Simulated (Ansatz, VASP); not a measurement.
## MgB2 (MgB2 strained to the junction's net) in two plane-wave programs

One calculation is typed for both programs; each brings its own data sets. How far apart do they land? The structure shown is the end of the Ansatz relaxation below.

Method: plane waves, with VASP 6.6.1 beside it; single point at PBE, in Ansatz 0.2.0.

## (1) Starting point

It takes space group P6/mmm (No. 191, hexagonal). Conventional cell: a = 3.070 Å, b = 3.070 Å, c = 3.522 Å, α = 90.00°, β = 90.00°, γ = 120.00°. Nearest to Mg lie 12 B at 2.50 Å. Nearest to B lie 3 B at 1.77 Å and 6 Mg at 2.50 Å. Farther neighbours are not listed.

## (2) Ansatz: relaxation, PBE

Ansatz runs on its default PAW (the set named soft_2) files.

This run makes the geometry at which the two programs are then compared.

input.yaml reads:

```yaml
crystal:
  lattice:
    - [3.07, 0.0, 0.0]
    - [-1.535, 2.6586979896, 0.0]
    - [0.0, 0.0, 3.53]
  atoms:
    - { symbol: Mg, position: [0.0, 0.0, 0.0] }
    - { symbol: B, position: [0.3333333333, 0.6666666667, 0.5] }
    - { symbol: B, position: [0.6666666667, 0.3333333333, 0.5] }
kpoints:
  mp_grid: { grid: [12, 12, 9] }
scf:
  occupations: { method: fermi_dirac, width: 0.1 }
  max_iter: 150
hamiltonian:
  xc: pbe
relax:
  f_tol: 0.01
  max_steps: 40
  cell: { fix: [a, b, angles] }
```

The run is started by

```console
> ansatz run input.yaml --threads 4 --pin off --max-ram 10240MiB --backend cpu --events-out ev --progress --plain --runs-dir out
```

Numbers of over 12 decimals in the logs are rounded to 6 here.

The program printed:

```text
Engine: ansatz 0.2.0, aarch64-unknown-linux-gnu
Pseudopotentials: kind: paw
Pseudopotential: Mg, paw, valence charge 10, recommended cutoff 420 eV (normal), Mg.paw.azcp
Pseudopotential: B, paw, valence charge 3, recommended cutoff 420 eV (normal), B.paw.azcp
Functional definition: PBE
  parameter kappa = 0.804
  parameter beta = 0.066725
  exchange = pbe_x(kappa = kappa, mu = beta*pi^2/3)
  correlation = pbe_c(beta = beta)
Crystal: 3 atoms, lattice volume = 28.813 Å³
Basis set: ecut = 420 eV, 563 PW (Γ), exchange–correlation on 48×48×48 points (8 copies of the dense FFT grid, shifted against one another)
Bands: 12, of which v1, the nominal top of the filled ones, is band 8 counted from 1 (7 counted from 0)
Symmetry: 24 space group operations
Space group: P6/mmm (ITA 191), of the structure as read, at distance tolerance 3.1e-5 Å
k-points: 95 of 1296
Non-local potential: Mg, projectors of the file, l = 0: 3, l = 1: 2, l = 2: 1
Non-local potential: B, projectors of the file, l = 0: 2, l = 1: 2, l = 2: 1
PAW form: soft (Blöchl's): semilocal exchange-correlation on the pseudo side does not see the compensation charge
PAW one-centre angular grid: Mg, 110 points (default); XC on 64 Gauss nodes
PAW one-centre angular grid: B, 110 points (default); XC on 64 Gauss nodes
Initial density: superposition of atomic densities (neutral atoms: chi_scale 0, normalization atom), corrected by the library's trained network
Initial wavefunctions: pseudopotential atomic-orbital guess
Functional: x = pbe(κ = 0.804, μ = 0.219515), c = pbe(β = 0.066725)
SCF iter   1: F=—  HF=-2236.033997 eV  |F-HF|=—  |Δ(HF+E_count)|=         —  Δρ=1.20e-3  dr2=3.64e-4  ethr=1.77e-3  ⟨swp⟩=5.0  Hψ=6082  notcnv=0
preconditioner: auto → none  [metal: Δε(μ)=0.041 eV  Ē_g=11.205 eV  σ=0.100 eV  W_gap=0.10  n_scr=8 (ndim 8)  ℏωp=19.6 eV  f_vac=0.000  D(μ)=0.64/eV (n_scr^D=2)  sad-step TF]
SCF iter   2: F=—  HF=-2236.034720 eV  |F-HF|=—  |Δ(HF+E_count)|=   7.23e-4  Δρ=7.55e-4  dr2=1.68e-4  ethr=2.28e-6  ⟨swp⟩=2.3  Hψ=2546  notcnv=0
SCF iter   3: F=—  HF=-2236.034746 eV  |F-HF|=—  |Δ(HF+E_count)|=   2.65e-5  Δρ=3.40e-4  dr2=2.15e-5  ethr=1.05e-6  ⟨swp⟩=2.0  Hψ=1796  notcnv=0
SCF iter   4: F=—  HF=-2236.034759 eV  |F-HF|=—  |Δ(HF+E_count)|=   1.29e-5  Δρ=1.06e-4  dr2=1.35e-6  ethr=1.34e-7  ⟨swp⟩=2.1  Hψ=1808  notcnv=0
iter 5 did not close the SCF: its close was put off for the readings that it lacked (scf_convergence_deferred on its scf_iter line)
SCF iter   5: F=-2236.034759 eV  HF=-2236.034759 eV  |F-HF|=1.11e-7  |Δ(HF+E_count)|=   4.45e-7  Δρ=2.69e-5  dr2=9.20e-8  ethr=8.47e-9  ⟨swp⟩=2.1  Hψ=1818  notcnv=0
SCF iter   6: F=-2236.034759 eV  HF=-2236.034759 eV  |F-HF|=9.16e-9  |Δ(HF+E_count)|=   6.17e-8  Δρ=6.59e-6  dr2=6.15e-9  ethr=5.75e-10  ⟨swp⟩=2.0  Hψ=4168  notcnv=0
SCF 1 converged in 6 iterations: F = -2236.034759 eV  dr2 = 6.15e-9
  greatest PAW one-centre occupation: 1.000 electrons in one spin orbital (limit 2), on the Mg atom at site 0 (counted from 0), in its partial waves of l = 0
relax step   1: F+E_penalty+E_count = -2236.03475875 eV  Δ(F+E_penalty+E_count) = +0.000e0 eV  max|allowed force component| = 8.018e-17 eV/Å  Δτ_max = 0.0000 Å  P = +0.435 GPa  Ω = 28.813 Å³  fix = [a, b, alpha, beta, gamma]  reactions: a +0.946, b +0.946 GPa  (6 SCF iters, dr2 threshold 1.00e-7 eV, accepted)
[...]
relax step   2: F+E_penalty+E_count = -2236.03493448 eV  Δ(F+E_penalty+E_count) = -1.757e-4 eV  max|allowed force component| = 3.947e-16 eV/Å  Δτ_max = 0.0000 Å  P = +0.657 GPa  Ω = 28.755 Å³  energy of the carried Pulay correction = +5.894e-5 eV  fix = [a, b, alpha, beta, gamma]  reactions: a +1.018, b +1.018 GPa  (2 SCF iters, dr2 threshold 3.00e-7 eV, accepted)
[...]
relax step   3: F+E_penalty+E_count = -2236.03494339 eV  Δ(F+E_penalty+E_count) = -8.916e-6 eV  max|allowed force component| = 6.476e-17 eV/Å  Δτ_max = 0.0000 Å  P = +0.686 GPa  Ω = 28.748 Å³  energy of the carried Pulay correction = +6.635e-5 eV  fix = [a, b, alpha, beta, gamma]  reactions: a +1.028, b +1.028 GPa  (3 SCF iters, dr2 threshold 1.08e-8 eV, accepted)
[...]
relax step   4: F+E_penalty+E_count = -2236.03486333 eV  Δ(F+E_penalty+E_count) = +8.007e-5 eV  max|allowed force component| = 7.093e-17 eV/Å  Δτ_max = 0.0000 Å  P = +0.684 GPa  Ω = 28.748 Å³  fix = [a, b, alpha, beta, gamma]  reactions: a +1.028, b +1.028 GPa  stress off target by 4.06e-3 GPa on what of the cell is left free  SCF on the basis re-selected at this cell (its energy is not comparable with the rows above)  (4 SCF iters)
basis re-selected at this cell: Δ(F+E_penalty+E_count) = +8.007e-5 eV, ΔP = -0.002 GPa vs the last step (what re-selecting the basis moved, of the pressure what is left beyond the Pulay correction that the steps carried, after the strain that the cell walked since its last selection, with what the two solves' SCF thresholds leave and, on support functions, any second-order correction that the steps lacked; it is no m [...]
SCF converged after 4 iterations
Free energy (F): -2236.034863 eV
Harris-Foulkes:  -2236.034863 eV  (|F-HF|=0.00e0)
Internal energy: -2236.013444 eV  (E = F + TS)
E sigma→0 (E₀):  -2236.024153 eV
Entropy (-TS):   -0.021420 eV (-7.140 meV/atom)
Fermi energy:    9.308177 eV
--- Per-component energies (eV) ---
  E_band       = -291.843136
  E_kinetic    = 174.225219
  E_local      = -1516.803804  (includes V_loc(G=0)·N_el)
  E_nonlocal   = 118.126896
  E_hartree    = 539.895714
  E_xc         = -94.299578
  E_vxc        = -115.111045  (∫ρ·V_xc dr)
  E_paw        = -448.969387  (= ΣΔE_a)
  E_vpaw       = -32.071835  (= ΣTr[D̂ρ^β])
  E_aug_tail   = -0.000013  (compensation charges beyond the density's cutoff)
  E_ewald      = -1008.188491
  E_smearing   = -0.021420  (= −TS)
  E_closure    = 0.000000  (closes the sum)
  Σ components = -2236.034863   (vs F -2236.034863, Δ=0.00e0)
--- Forces (eV/Å), atoms counted from 1 ---
  atom   1  Mg     0.00000000    -0.00000000     0.00000000
  atom   2  B     -0.00000000    -0.00000000     0.00000000
  atom   3  B     -0.00000000     0.00000000    -0.00000000
  max |Σ_I F_I| component: 5.55e-17 eV/Å
--- Stress (GPa, compression-positive) ---
        1.027616      -0.000000       0.000000
       -0.000000       1.027616       0.000000
        0.000000       0.000000      -0.004057
  P = ⅓ Tr σ = 0.6837 GPa (6.837 kbar)
--- Relaxed structure (3 steps of the walk, 3 accepted, 1 SCFs on fresh bases) ---
  F+E_penalty+E_count = -2236.03486333 eV   max|allowed force component| = 7.093e-17 eV/Å   (the final SCF, on the basis selected at the relaxed cell)
  cell:  # Å, volume = 28.7483 Å³
    - [3.070000, 0, 0.0]
    - [-1.535000, 2.658698, 0.0]
    - [0.0, 0.0, 3.522124]
  atoms:
    - { symbol: Mg, position: [0, 0, 0] }
    - { symbol: B, position: [0.333333, 0.666667, 0.500000] }
    - { symbol: B, position: [0.666667, 0.333333, 0.500000] }
```

## (3) VASP: single point, PBE

The same cell, functional, mesh and smearing now go to VASP, with its own data sets.

Lines of VASP's logs that name or quote its potential files are left out, and so is its time.

INCAR reads:

```
SYSTEM = MgB2
PREC = Accurate
ENCUT = 600
EDIFF = 1E-06
NELM = 120
ISMEAR = -1
SIGMA = 0.1
LREAL = .FALSE.
ALGO = Normal
GGA = PE
NBANDS = 10
LORBIT = 11
LWAVE = .FALSE.
LCHARG = .FALSE.
ISIF = 2
LASPH = .TRUE.
GGA_COMPAT = .FALSE.
```

POSCAR reads:

```
MgB2
1.0
    3.0700000000      0.0000000000      0.0000000000
   -1.5350000000      2.6586979896      0.0000000000
    0.0000000000      0.0000000000      3.5221236979
Mg B
1 2
Direct
    0.0000000000      0.0000000000      0.0000000000
    0.3333333333      0.6666666667      0.5000000000
    0.6666666667      0.3333333333      0.5000000000
```

KPOINTS reads:

```
Automatic mesh
0
Gamma
12 12 9
0 0 0
```

The projector-augmented-wave data sets are Mg and B (PBE family, release 64).

The run is started by

```console
> mpirun -np 1 vasp_std
```

The program printed:

```text
[banner, memory and clock lines left out]
running    1 mpi-ranks, on    1 nodes
 distrk:  each k-point on    1 cores,    1 groups
 distr:  one band on    1 cores,    1 groups

 POSCAR found type information on POSCAR MgB
 POSCAR found :  2 types and       3 ions
 LDA part: xc-table for (Slater+PW92), standard interpolation
 POSCAR, INCAR and KPOINTS ok, starting setup
 FFT: planning ... GRIDC
 FFT: planning ... GRID_SOFT
 FFT: planning ... GRID
 WAVECAR not read
 entering main loop
       N       E                     dE             d eps       ncg     rms          rms(c)
DAV:   1     0.596424401977E+01    0.59642E+01   -0.41170E+03  1980   0.757E+02
DAV:   2    -0.164693868141E+02   -0.22434E+02   -0.21124E+02  2494   0.117E+02
DAV:   3    -0.170543514643E+02   -0.58496E+00   -0.58212E+00  2520   0.163E+01
DAV:   4    -0.170558349294E+02   -0.14835E-02   -0.14832E-02  2462   0.803E-01
DAV:   5    -0.170558394929E+02   -0.45635E-05   -0.45635E-05  2302   0.437E-02    0.530E+00
DAV:   6    -0.155874693311E+02    0.14684E+01   -0.20042E+00  2116   0.691E+00    0.253E+00
DAV:   7    -0.153432894706E+02    0.24418E+00   -0.10455E+00  2196   0.497E+00    0.774E-01
DAV:   8    -0.153475022342E+02   -0.42128E-02   -0.11598E-01  2056   0.196E+00    0.399E-01
DAV:   9    -0.153377700198E+02    0.97322E-02   -0.24184E-02  2058   0.755E-01    0.698E-02
DAV:  10    -0.153376465153E+02    0.12350E-03   -0.16458E-03  2392   0.235E-01    0.265E-02
DAV:  11    -0.153376329847E+02    0.13531E-04   -0.93136E-05  2146   0.606E-02    0.310E-03
DAV:  12    -0.153376328965E+02    0.88182E-07   -0.25370E-06  2256   0.952E-03
   1 F= -.15337633E+02 E0= -.15326949E+02  d E =-.213680E-01
```

From OUTCAR (step 3):

```text
ion  position               nearest neighbor table
   1  0.000  0.000  0.000-   2 2.50   3 2.50   2 2.50   3 2.50   2 2.50   2 2.50   3 2.50   3 2.50
                             3 2.50   3 2.50   2 2.50   2 2.50
   2  0.333  0.667  0.500-   3 1.77   3 1.77   3 1.77   1 2.50   1 2.50   1 2.50   1 2.50   1 2.50
                             1 2.50
   3  0.667  0.333  0.500-   2 1.77   2 1.77   2 1.77   1 2.50   1 2.50   1 2.50   1 2.50   1 2.50
                             1 2.50

  LATTYP: Found a hexagonal cell.
 ALAT       =     3.0700000000
 C/A-ratio  =     1.1472715628

 Subroutine GETGRP returns: Found 24 space group operations
 (whereof 24 operations were pure point group operations)

The static configuration has the point symmetry D_6h.

 Found     95 irreducible k-points:

   k-points           NKPTS =     95   k-points in BZ     NKDIM =     95   number of bands    NBANDS=     10

   dimension x,y,z NGX =    28 NGY =   28 NGZ =   28
   dimension x,y,z NGXF=    56 NGYF=   56 NGZF=   56

   ENCUT  =  600.0 eV  44.10 Ry    6.64 a.u.   6.13  6.13  7.03*2*pi/ulx,y,z

   NELECT =       8.0000    total number of electrons

 k-points in reciprocal lattice and weights: Automatic mesh
   0.00000000  0.00000000  0.00000000       0.001
   0.08333333 -0.00000000  0.00000000       0.005
   0.16666667  0.00000000  0.00000000       0.005
   0.25000000  0.00000000  0.00000000       0.005
   0.33333333  0.00000000  0.00000000       0.005
   0.41666667 -0.00000000  0.00000000       0.005
   0.50000000  0.00000000  0.00000000       0.002
   0.08333333  0.08333333  0.00000000       0.005
   0.16666667  0.08333333  0.00000000       0.009
[...]
0.33333333  0.25000000  0.44444444       0.019
   0.33333333  0.33333333  0.44444444       0.003

 average (electrostatic) potential at core
       1 -35.6981       2 -26.1037       3 -26.1037

 E-fermi :   5.3014

 k-point     1 :       0.0000    0.0000    0.0000
  band No.  band energies     occupation
      1      -7.1486      2.00000
      2       2.3287      2.00000
      3       5.7134      0.03200
      4       5.7134      0.03200
      5       6.9393      0.00000
      6      11.7166      0.00000
      7      11.7166      0.00000
    ...

 k-point     2 :       0.0833   -0.0000    0.0000
  band No.  band energies     occupation
      1      -7.0270      2.00000
      2       2.4476      2.00000
      3       5.0995      1.76555
      4       5.4267      0.44458
      5       7.0485      0.00000
      6      11.6331      0.00000
      7      12.2496      0.00000
      8      13.8485      0.00000
    ...

 k-point     3 :       0.1667    0.0000    0.0000
  band No.  band energies     occupation
      1      -6.6638      2.00000
      2       2.8016      2.00000
      3       3.6631      2.00000
      4       4.7957      1.98735
      5       7.3843      0.00000
      6      11.2472      0.00000
      7      13.6083      0.00000
      8      13.7706      0.00000
      9      14.4712      0.00000
    ...

  Total        0.1476222      0.1476222     -0.0736714      0.0000000     -0.0000000      0.0000000
  in kB        8.2271640      8.2271640     -4.1057963      0.0000000     -0.0000000      0.0000000
  external PRESSURE =       4.1161772 kB  Pullay stress =       0.0000000 kB

  energy-cutoff  :      600.00
  volume of cell :       28.75
      direct lattice vectors                 reciprocal lattice vectors
     3.070000000  0.000000000  0.000000000     0.325732899  0.188061977  0.000000000
    -1.535000000  2.658697990  0.000000000     0.000000000  0.376123954  0.000000000
     0.000000000  0.000000000  3.522123698     0.000000000  0.000000000  0.283919614

 POSITION                                       TOTAL-FORCE (eV/Angst)
 -----------------------------------------------------------------------------------
      0.00000      0.00000      0.00000        -0.000000      0.000000      0.000000
     -0.00000      1.77247      1.76106         0.000000     -0.000000     -0.000000
      1.53500      0.88623      1.76106        -0.000000      0.000000      0.000000
 -----------------------------------------------------------------------------------
    total drift:                                0.000000      0.000000     -0.000000

  FREE ENERGIE OF THE ION-ELECTRON SYSTEM (eV)
  ---------------------------------------------------
  free  energy   TOTEN  =       -15.3376328965 eV

  energy  without entropy=      -15.3162648948  energy(sigma->0) =      -15.32694890

 total charge
# of ion       s       p       d       tot
------------------------------------------
    1        0.160   0.178   0.057   0.395
    2        0.689   1.240   0.000   1.929
    3        0.689   1.240   0.000   1.929
--------------------------------------------------
tot          1.538   2.657   0.057   4.253

[... 3 further parts left out ...]
```

The run ends at a pressure of 0.41 GPa.

## (4) Differences

Known differences besides the potentials themselves: the data sets hold 16 valence electrons in Ansatz (on its default PAW (the set named soft_2) files) and 8 in VASP; the cutoff is 420 eV in Ansatz and 600 eV in VASP; Ansatz's pressure holds a Pulay correction, VASP's none. Total energies have different zeros and are not compared.

Compared:

```csv
quantity,Ansatz,VASP,difference
pressure (GPa),0.68,0.41,+0.27
```

## (5) Outcome

| Quantity | Value |
| --- | --- |
| difference in pressure (single point, PBE) | 0.27 GPa |

In words: The difference in pressure is 0.27 GPa (single point, PBE), within the 1 GPa picked in this series as the mark of a large difference. The data sets hold unlike numbers of valence electrons (16 in Ansatz and 8 in VASP), so part of the differences comes from the potentials. How closely two codes agree says nothing of how well the functional describes the real material.

[Lines on the potential files, build, host, timing and source positions are cut from VASP's logs without a mark.]

[Logs are printed without paths, hosts, clocks, repeated set-up lines and the standing remarks that a program may print on its own settings, such as how far it seeks lower states.]

[Hosts, paths, dates, database ids (printed as entryN), source tags and the programs' standing remarks are cut or masked in the printed files.]
